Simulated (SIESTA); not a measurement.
# CdS (Greenockite): equation of state with PBE

Crystal: CdS (Greenockite).

```xyz
4
Lattice="4.1500 0.0000 0.0000 -2.0750 3.5940 0.0000 0.0000 0.0000 6.7370" Properties=species:S:1:pos:R:3 pbc="T T T"
Cd    2.0750    1.1980    3.3685
Cd    0.0000    2.3960    0.0000
S     2.0750    1.1980    5.8949
S     0.0000    2.3960    2.5264
```

| Item | Value |
| --- | --- |
| Program | SIESTA 5.4.2 |
| Task | equation of state |
| Functional | PBE |
| Potentials or basis | PseudoDojo 0.4 standard (PBE files) |
| Basis | TZDP (energy shift 0.01 Ry) |
| Grid cutoff | 800 Ry |
| Energy shift | 0.01 Ry |
| k mesh | 7 × 7 × 4 |
| Occupations | fermi-dirac, width 0.05 eV |
| Spin | no spin polarisation |

```
Equilibrium volume                        : 24.92 Å³/atom
Bulk modulus at fixed shape and positions : 67 GPa
Pressure derivative of the bulk modulus   : 5.1
```

Energy against volume, from the lowest point:
| volume (Å³/atom) | energy (meV/atom) |
| --- | --- |
| 23.614 | 15.79 |
| 24.116 | 5.53 |
| 24.618 | 0.48 |
| 25.121 | 0.00 |
| 25.623 | 3.55 |
| 26.126 | 10.80 |
| 26.628 | 21.11 |

All runs of the series together: 4.4 min on 1 thread of Arm Neoverse V2 (shared host).

Caveat: semicore shells carry a single zeta, which can move pressures by several GPa and volumes by a few percent; the cell was scaled at fixed shape and fractional positions, which overstates the stiffness of a crystal with free parameters, most of all of layers and chains; the basis of atomic orbitals isn't converged, which shifts pressures, moduli and gaps.
